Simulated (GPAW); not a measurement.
# HfB2 (P6/mmm) in GPAW: a series of runs

The runs below take HfB2 through single point, with PBE, LDA+U.

Program: GPAW 26.7.0. These are calculated values, not measurements. Logs are shortened: lines on timing, memory, paths and dates and some standing lists are left out, and cuts for length are marked. The log counts tension as positive stress, the text compression.

## 1. Starting point

The structure is hexagonal, space group P6/mmm (No. 191). The conventional cell has a = 3.140 Å, b = 3.140 Å, c = 3.480 Å, α = 90.00°, β = 90.00°, γ = 120.00°. Hf (site symmetry 6/mmm) has 12 B at 2.51 Å as nearest neighbours. B (site symmetry -6m2) has 3 B at 1.81 Å as nearest neighbours.

## 2. Single point, PBE

File run.py:

```python
from ase.dft.bandgap import bandgap
from ase.io import read, write
from ase.units import GPa
from gpaw import GPAW, PW

atoms = read('HfB2.xyz')

calc = GPAW(mode=PW(600),
            xc='PBE',
            kpts={'size': (8, 8, 6), 'gamma': True},
            occupations={'name': 'fermi-dirac', 'width': 0.05},
            nbands=20,
            maxiter=120,
            txt='gpaw.txt')
atoms.calc = calc
energy = atoms.get_potential_energy()
forces = atoms.get_forces()
stress = atoms.get_stress()
calc.write('gs.gpw')
write('result.traj', atoms)
print(f'Energy: {energy:.6f} eV')
print('Forces (eV/A):')
print(forces.round(4))
print('Stress (GPa):', (stress / GPa).round(3))
print('Fermi level:', round(calc.get_fermi_level(), 4), 'eV')
print(f'Gap: {bandgap(calc)[0]:.4f} eV, direct: {bandgap(calc, direct=True)[0]:.4f} eV')
```

File HfB2.xyz:

```xyz
3
Lattice="3.1400000000 0.0000000000 0.0000000000 -1.5700000000 2.7193197679 0.0000000000 0.0000000000 0.0000000000 3.4800000000" Properties=species:S:1:pos:R:3 pbc="T T T"
Hf     0.0000000000      0.0000000000      0.0000000000
B      1.5700000002      0.9064399225      1.7400000000
B     -0.0000000002      1.8128798454      1.7400000000
```

Potentials or basis: GPAW PAW data sets (gpaw-data 1.2.1), pw.

Command:

```
OMP_NUM_THREADS=1 python run.py
```

gpaw.txt:

```text
__  _  _
 | _ |_)|_||  |
 |__||  | ||/\| - 26.7.0

Input parameters:
  mode=PW(ecut=600.0),
  kpts=MonkhorstPack(size=(8, 8, 6), gamma=True),
  maxiter=120,
  nbands=20,
  occupations=Occupations(name='fermi-dirac', width=0.05),
  xc=XC(name='PBE')

Diagonalizing LCAO Hamiltonian
Converting LCAO to pw mode

         B  B

       Hf

Atoms  # Å, Bohr magnetons
|   | symbol |         x |        y |        z |    initial magnetic moments |
|---|--------|-----------|----------|----------|-----------------------------|
| 0 |     Hf |  0.000000 | 0.000000 | 0.000000 | ( 0.0000,  0.0000,  0.0000) |
| 1 |      B |  1.570000 | 0.906440 | 1.740000 | ( 0.0000,  0.0000,  0.0000) |
| 2 |      B | -0.000000 | 1.812880 | 1.740000 | ( 0.0000,  0.0000,  0.0000) |

Unit cell  # Å
| periodic |         x |        y |        z |  lengths |     angles |
|----------|-----------|----------|----------|----------|------------|
|      yes |  3.140000 | 0.000000 | 0.000000 | 3.140000 |  90.000000 |
|      yes | -1.570000 | 2.719320 | 0.000000 | 3.140000 |  90.000000 |
|      yes |  0.000000 | 0.000000 | 3.480000 | 3.480000 | 120.000000 |

Number of symmetries: 24
Symmetry operations  # r_c * U_cc + t_c -> r_c
|    | kind |            matrix            |
|----|------|------------------------------|
|  0 |  σ   |  1, 1, 0,  0,-1, 0,  0, 0, 1 |
|  1 |  C2  |  1, 1, 0,  0,-1, 0,  0, 0,-1 |
|  2 |  C6  |  1, 1, 0, -1, 0, 0,  0, 0, 1 |
|  3 |  S6  |  1, 1, 0, -1, 0, 0,  0, 0,-1 |
|  4 |  E   |  1, 0, 0,  0, 1, 0,  0, 0, 1 |
|  5 |  σ   |  1, 0, 0,  0, 1, 0,  0, 0,-1 |
|  6 |  σ   |  1, 0, 0, -1,-1, 0,  0, 0, 1 |
|  7 |  C2  |  1, 0, 0, -1,-1, 0,  0, 0,-1 |
|  8 |  σ   |  0, 1, 0,  1, 0, 0,  0, 0, 1 |
|  9 |  C2  |  0, 1, 0,  1, 0, 0,  0, 0,-1 |
| 10 |  C3  |  0, 1, 0, -1,-1, 0,  0, 0, 1 |
| 11 |  S3  |  0, 1, 0, -1,-1, 0,  0, 0,-1 |
| 12 |  C6  |  0,-1, 0,  1, 1, 0,  0, 0, 1 |
| 13 |  S6  |  0,-1, 0,  1, 1, 0,  0, 0,-1 |
| 14 |  σ   |  0,-1, 0, -1, 0, 0,  0, 0, 1 |
| 15 |  C2  |  0,-1, 0, -1, 0, 0,  0, 0,-1 |
| 16 |  σ   | -1, 0, 0,  1, 1, 0,  0, 0, 1 |
| 17 |  C2  | -1, 0, 0,  1, 1, 0,  0, 0,-1 |
| 18 |  C2  | -1, 0, 0,  0,-1, 0,  0, 0, 1 |
| 19 |  i   | -1, 0, 0,  0,-1, 0,  0, 0,-1 |
| 20 |  C3  | -1,-1, 0,  1, 0, 0,  0, 0, 1 |
| 21 |  S3  | -1,-1, 0,  1, 0, 0,  0, 0,-1 |
| 22 |  σ   | -1,-1, 0,  0, 1, 0,  0, 0, 1 |
| 23 |  C2  | -1,-1, 0,  0, 1, 0,  0, 0,-1 |

BZ-sampling:
  Number of BZ points: 384
  Number of IBZ points: 40

  Monkhorst-Pack size: [8, 8, 6]
  Monkhorst-Pack shift: [0.0625, 0.0625, 0.08333333333333333]

K-points  # in reciprocal-cell coordinates
|     |                                coordinates |     weight |
|-----|--------------------------------------------|------------|
|   0 | (  0.00000000,   0.00000000,   0.00000000) | 0.00260417 |
|   1 | (  0.00000000,   0.00000000,   0.16666667) | 0.00520833 |
|   2 | (  0.00000000,   0.00000000,   0.33333333) | 0.00520833 |
|   3 | (  0.00000000,   0.00000000,   0.50000000) | 0.00260417 |
|   4 | (  0.12500000,   0.00000000,   0.00000000) | 0.01562500 |
|   5 | (  0.12500000,   0.00000000,   0.16666667) | 0.03125000 |
|   6 | (  0.12500000,   0.00000000,   0.33333333) | 0.03125000 |
|   7 | (  0.12500000,   0.00000000,   0.50000000) | 0.01562500 |
|   8 | (  0.25000000,  -0.12500000,   0.00000000) | 0.01562500 |
|   9 | (  0.25000000,  -0.12500000,   0.16666667) | 0.03125000 |
| ... |                                            |            |
|  39 | (  0.50000000,   0.50000000,   0.50000000) | 0.00781250 |

Plane wave coefficients: 1010
Cutoff: 600.0 eV

Spin-components: 1 (collinear spins)
Bands:           20
Projectors:      16
Spin-degeneracy: 2
Datatype:        complex128

Parallelization:
  kpt:    1
  domain: 1
  band:   1

Density:
  Valence electrons: 18.0
  Components: 1
  Grid points: [18 18 20]
  Charge: 0.0  # |e|

Potential:
  Grid points: [18 18 20]

species:
  Hf:
    name:    Hafnium
    Z:       72.0
    valence: 12
    core:    60
    charge:  0.0  # [|e|]
    compensation charges:
      type: gauss
      rc: 0.41  # [Å]
      lmax: 2
    cutoffs:
      filter: 2.36  # [Å]
      core: 4.02  # [Å]
    projectors
    | kind |    occ | energy [eV] | rcut [Å] |
    |------|--------|-------------|----------|
    |   5s |  2.000 |     -66.831 |    1.397 |
    |   6s |  2.000 |      -5.097 |    1.397 |
    |   5p |  6.000 |     -35.599 |    1.307 |
    |   6p |  0.000 |      -1.401 |    1.307 |
    |   5d |  2.000 |      -2.699 |    1.334 |
    |    d |        |      24.513 |    1.334 |

    Using partial waves for Hf as LCAO basis

  B:
    name:    Boron
    Z:       5.0
    valence: 3
    core:    2
    charge:  0.0  # [|e|]
    compensation charges:
      type: gauss
      rc: 0.20  # [Å]
      lmax: 2
    cutoffs:
      filter: 1.14  # [Å]
      core: 1.38  # [Å]
    projectors
    | kind |    occ | energy [eV] | rcut [Å] |
    |------|--------|-------------|----------|
    |   2s |  2.000 |      -9.443 |    0.635 |
    |   2p |  1.000 |      -3.606 |    0.635 |
    |    s |        |      17.768 |    0.635 |
    |    p |        |      23.605 |    0.635 |
    |    d |        |       0.000 |    0.635 |

    Using partial waves for B as LCAO basis

Reference energy: -411225.094410  # eV

eigensolver:
  PPCG
  Converge bands: occupied
  niter=2

density mixing:
  MSR1-Mixer
  Pratt-step length: 0.05
  Maximum mixing coefficient: 0.75
  Old densities: 10
  SVD Regularization: 0.005
  Good broyden scale: 1.0
  Trust region scale: 1.0
  Backstep threshold: 4.0
  History deletion threshold: 6.0
  Fourier metric: weight=20.0, sigma=0.015

occupation numbers:
  Fermi-Dirac:
    width: 0.0500  # eV

poisson solver:
  ecut: 4800.0  # eV

xc functional:
  name: PBE with 2 nearest neighbor stencil

convergence criteria:
- Maximum [total energy] change in last 3 cyles: 0.0005 eV / valence electron
- Maximum integral of absolute [dens]ity change: 0.0001 electrons / valence electron
- Maximum integral of absolute [eigenst]ate change: 4e-08 eV^2 / valence electron
maximum number of iterations: 120

SCF iterations
|iter     | |      energy | eigst |  dens |
|---------|-|-------------|-------|-------|
|iter:   1| |  -25.128034 | -0.05 |       |
|iter:   2| |  -24.830678 | -2.55 | -0.98 |
|iter:   3| |  -23.919809 | -1.54 | -1.03 |
|iter:   4| |  -23.929493 | -3.14 | -1.77 |
|iter:   5| |  -23.935683 | -3.93 | -2.10 |
|iter:   6| |  -23.935776c| -5.16 | -2.95 |
|iter:   7| |  -23.935778c| -6.87 | -3.89 |
|iter:   8| |  -23.935778c| -7.86c| -4.34c|

Converged in 8 steps
Energy contributions relative to reference atoms: (reference = -411225.094410)

Energy contributions:
  Kinetic:          26.789941
  Coulomb:         -24.062772
  Zero:             -0.433169
  External:          0.000000
  Xc:              -26.228674
  Entropy:          -0.002208
  Spinorbit:         0.000000
  ----------------------------
  Free energy:     -23.936882
  Extrapolated:    -23.935778

dipole moment: (-5.676721, -9.832369, -12.582795)  # |e|*Ang

Fermi level: 12.828
Eigenvalues  # (at kpt = [0.000, 0.000, 0.000])
| band index |      eig [eV] | occ [0-2] |
|------------|---------------|-----------|
|          0 |       -48.920 |     2.000 |
|          1 |       -18.002 |     2.000 |
|          2 |       -17.509 |     2.000 |
|          3 |       -17.509 |     2.000 |
|          4 |        -1.072 |     2.000 |
|          5 |         9.671 |     2.000 |
[... 9 lines left out ...]
|         15 |        17.712 |     0.000 |
|         16 |        20.453 |     0.000 |
|        ... |               |           |
|         19 |        33.589 |     0.000 |

No gap
No difference between direct/indirect transitions

Forces  # eV/Ang
|        x |        y |       z |
|----------|----------|---------|
| -0.00000 | -0.00000 | 0.00000 |  # Hf   0
| -0.00000 | -0.00000 | 0.00000 |  # B    1
|  0.00000 |  0.00000 | 0.00000 |  # B    2

Stress tensor  # eV/Ang^3
|         x |         y |         z |
|-----------|-----------|-----------|
| -0.013245 |  0.000000 |  0.000000 |
|  0.000000 | -0.013245 |  0.000000 |
|  0.000000 |  0.000000 | -0.014372 |

# Writing to gs.gpw (mode='')
```

It took 12 s on 1 thread of Arm Neoverse V2, shared host; peak memory 0.15 GiB.

Results:

```yaml
Free_energy: -23.9369 eV
Pressure: 2.2 GPa
Band_gap_on_the_k_mesh: none (metal or under the smearing width)
```

Stress tensor (GPa, compression positive):
```
2.12 0.00 0.00
0.00 2.12 0.00
0.00 0.00 2.30
```

Caveat: the cutoff is short for stress and forces, so pressures can be off by a GPa or more. The run has no spin-orbit coupling, so splittings on Hf are missing.

## 3. Single point, LDA+U

Changes to run.py since step 2:

```diff
@@ -5,8 +5,9 @@
 
-atoms = read('HfB2.xyz')
+atoms = read('HfB2.cif')
 
 calc = GPAW(mode=PW(600),
-            xc='PBE',
+            xc='LDA',
             kpts={'size': (8, 8, 6), 'gamma': True},
             occupations={'name': 'fermi-dirac', 'width': 0.05},
+            setups={'Hf': ':d,2.0'},
             nbands=20,
```

File HfB2.cif:

```cif
data_HfB2
_cell_length_a 3.14000000
_cell_length_b 3.14000000
_cell_length_c 3.48000000
_cell_angle_alpha 90.00000000
_cell_angle_beta 90.00000000
_cell_angle_gamma 120.00000000
_space_group_name_H-M_alt 'P1'
_space_group_name_Hall 'P 1'
_space_group_IT_number 1
loop_
_space_group_symop_operation_xyz
'x,y,z'
loop_
_atom_site_label
_atom_site_type_symbol
_atom_site_symmetry_multiplicity
_atom_site_Wyckoff_symbol
_atom_site_fract_x
_atom_site_fract_y
_atom_site_fract_z
_atom_site_occupancy
Hf1 Hf 1 a 0.0000000000 0.0000000000 0.0000000000 1
B1 B 1 a 0.6666666667 0.3333333333 0.5000000000 1
B2 B 1 a 0.3333333333 0.6666666667 0.5000000000 1
```

Potentials or basis: the program's PAW data sets (release 1.2.1) made for this functional, pw.

Command:

```
OMP_NUM_THREADS=1 python run.py
```

Wall time 7 s (1 thread of AMD EPYC 9R45 (Zen 5), shared host); peak memory 0.16 GiB.

The run converged. Its results:

```yaml
Free_energy: -24.6213 eV
Pressure: -4.2 GPa
Band_gap_on_the_k_mesh: none (metal or under the smearing width)
```

Stress tensor (GPa, compression positive):
```
-4.73  0.00  0.00
 0.00 -4.73  0.00
 0.00  0.00 -3.17
```

Levels at points of the mesh, in eV from the Fermi level:
```csv
k point,band 6,band 7,band 8,band 9,band 10,band 11,band 12,band 13
"(0.00, 0.00, 0.00)",-3.13,-3.10,-3.10,-3.08,4.03,4.03,4.50,4.50
"(0.00, 0.00, 0.50)",-8.71,-1.46,-1.46,0.21,0.21,0.91,0.91,2.21
"(0.50, 0.50, 0.00)",-9.21,-4.27,-3.71,-2.97,1.82,2.71,5.48,5.66
"(0.50, 0.50, 0.50)",-7.72,-5.16,-4.93,-3.01,3.80,4.10,6.22,7.17
```

Caveat: the cutoff is short for stress and forces, so pressures can be off by a GPa or more; U without spin polarisation on a metal has little footing; the U is typed as a test and isn't derived for this compound.
